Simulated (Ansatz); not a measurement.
**Which start gave this state of Fe?**

The cell (2 atoms) is Fe as a measured crystal structure (space group Fm-3m, primitive cell doubled). The computed pressure is over 10 GPa in size, so the cell is far from the computed equilibrium volume. Source: COD entry 9014285; it may be a high-temperature, high-pressure or metastable form.

```xyz
2
Lattice="0.0000 3.5140 3.5140 1.7570 0.0000 1.7570 1.7570 1.7570 0.0000" Properties=species:S:1:pos:R:3 pbc="T T T"
Fe    0.0000    0.0000    0.0000
Fe    0.0000    1.7570    1.7570
```

Atoms are numbered from 1 in the order listed.

The calculation used DFT, r2SCAN, PAW, plane waves, scalar-relativistic in Ansatz development build ahead of 0.2.0.

| Setting | Value |
| --- | --- |
| Plane-wave cutoff | 500 eV |
| k-point mesh | 7×14×14 (Γ-centred) |
| Occupations | Gaussian smearing, 0.1 eV |
| Valence electrons | 32 |

Site moments are integrals over atomic spheres and don't add up to the total.

r2SCAN tends to overstate moments and magnetic energies in itinerant metals.

In a plain SCF nothing is tried after convergence. Default search: extra SCF cycles where an unstable direction or a doubtful shell filling shows. With a search on, the program may also reshape the start on open shells. Ends within 0.2 meV/atom and 0.1 μB count as one state.

One run gave this history:

```
iteration  Harris–Foulkes energy + 8970 (eV)  largest residual (eV)  M (μB)  absolute moment (μB)
        1                             0.3977               1.82e+00    6.29                  6.42
        2                             0.0810               3.12e-01    5.95                  6.35
        3                            -0.5199               1.41e-02    5.75                  6.25
        4                            -1.0426               5.90e-02    5.53                  6.00
        5                            -1.1485               5.61e-03    5.51                  5.96
        6                            -1.2701               4.17e-03    5.48                  5.93
        7                            -1.3812               2.04e-03    5.45                  5.88
        8                            -1.4068               2.54e-04    5.42                  5.85
        9                            -1.4071               5.38e-05    5.41                  5.84
       10                            -1.4070               1.18e-06    5.42                  5.85
       11                            -1.4071               5.41e-07    5.41                  5.85
       13                            -1.4072               7.66e-09    5.41                  5.85
       14                            -1.4072               1.45e-09    5.41                  5.85
       15                            -1.4072               6.47e-11    5.41                  5.85
       16                            -1.4072               2.54e-12    5.41                  5.85
```

It ended ferromagnetic, site moments Fe1 2.80, Fe2 2.80 μB, total 5.41 μB per cell, no gap on the k-mesh.

Q: These set-ups ended in different states. Which one gave the run above?
A. a moment on one site alone, plain SCF [Fe2 4.00 μB]
B. parallel moments, default search for lower states [Fe1 4.00, Fe2 4.00 μB]
C. opposed moments +-, default search for lower states [Fe1 4.00, Fe2 -4.00 μB]

A: B. The others ended as follows, with energies against this run: “a moment on one site alone, plain SCF” ferrimagnetic, +344 meV/atom; “opposed moments +-, default search for lower states” antiferromagnetic, +253 meV/atom.
